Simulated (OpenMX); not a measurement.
The system is WC.

```
CELL_PARAMETERS angstrom
0.00000 2.19268 2.19268
2.19268 0.00000 2.19268
2.19268 2.19268 0.00000
ATOMIC_POSITIONS crystal
W 0.00000 0.00000 0.00000
C 0.50000 0.50000 0.50000
```

Measurements of this composition are mostly on another form, of space group No. 187.

```yaml
Program: OpenMX 3.8.5
Task: single point
Functional: PBE
Potentials_or_basis: OpenMX 2013 PBE set, W7.0-s3p2d2f1, C6.0-s2p2d1, grid cutoff 400 Ry
k_mesh: 11 × 11 × 11
Occupations: fermi-dirac, width 0.05 eV
Spin: no spin polarisation
```

On this cell: pressure -0.7 GPa; largest force zero by symmetry; band gap on the k mesh none (metal or under the smearing width).

The same run follows on a disturbed copy (atoms moved at random, drawn with an rms of 0.05 Å):

```
W C
1.0
     0.00000    2.19268    2.19268
     2.19268    0.00000    2.19268
     2.19268    2.19268    0.00000
W C
1 1
Direct
  0.98258 0.99518 0.00280
  0.51745 0.50594 0.48678
```

Task: What does the disturbed cell give?

Result: The energy (extrapolated to zero smearing) moves by +19.5 meV/atom; pressure 1.0 GPa; largest force 0.724 eV/Å; band gap on the k mesh none (metal or under the smearing width).

Forces on the atoms (eV/Å):
```
W   -0.082  0.255  0.673
C    0.083 -0.257 -0.672
```

Caveats: the basis of atomic orbitals isn't converged, which shifts pressures, moduli and gaps.
